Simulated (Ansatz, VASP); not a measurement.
# One calculation of Pd, two programs

```
CELL_PARAMETERS angstrom
0.00000 2.09452 2.09452
2.09452 0.00000 2.09452
2.09452 2.09452 0.00000
ATOMIC_POSITIONS crystal
Pd 0.87500 0.87500 0.87500
Pd 0.12500 0.12500 0.12500
```

Change from the starting cell: volume scaled by 0.4, PAW files.

Alike in both runs: task single point; functional PBEsol; k mesh 12 × 12 × 12; occupations fermi-dirac, width 0.05 eV; no spin polarisation.

|  | VASP | Ansatz |
| --- | --- | --- |
| version | VASP 6.6.1 | Ansatz 0.2.0 |
| potentials or method | VASP PAW PBE potentials, release 64 (Pd) | PAW with Ansatz's default frozen-core files, scalar-relativistic |
| plane-wave cutoff (eV) | 520 | 420 |
| valence electrons in the cell | 20 | 36 |

|  | VASP | Ansatz | Ansatz less VASP |
| --- | --- | --- | --- |
| pressure (GPa) | 580.7 | 764.9 | +184.23 |

One of these differences is far larger than is usual between the two programs; its cause wasn't traced. With one functional, cell and mesh, what is left measures potentials, basis and numerics. The two sets of potentials don't hold the same shells in valence.

Caveats: the cell as given lies far from equilibrium; so large a pressure means that the cell lies far from this level's equilibrium, or that cutoff or potentials fall short (VASP); the potentials were made for another functional, which shifts forces and pressure (VASP).
